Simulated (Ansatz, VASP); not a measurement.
Pd: VASP beside Ansatz

```
Pd
1.0
     0.00000    2.34938    4.95152
     1.38007    0.00000    4.95152
     1.38007    2.34938    0.00000
Pd
2
Direct
  0.86869 0.86869 0.13131
  0.13131 0.13131 0.86869
```

Alike in both runs: functional PBE; k mesh 24 × 24 × 24; occupations gaussian, width 0.1 eV; no spin polarisation.

Ansatz relaxed the structure, and its values are those at the end. VASP's run is a single point on that final structure, the one shown.

|  | VASP | Ansatz |
| --- | --- | --- |
| version | VASP 6.6.1 | Ansatz 0.2.0 |
| potentials or method | VASP PAW PBE potentials, release 64 (Pd) | scalar-relativistic, plane waves, PAW |
| plane-wave cutoff (eV) | 520 | 420 |
| valence electrons in the cell | 20 | 36 |

```tsv
	VASP	Ansatz	Ansatz less VASP
gap on the k mesh at the Fermi level (eV)	none	none	-
pressure (GPa)	-0.3	0.0	+0.31
rms of the force components (eV/Å)	0.004	0.002	-0.0020
```

A gap of «none» marks a metal or a gap that the smearing closes. The two sets of potentials don't hold the same shells in valence.
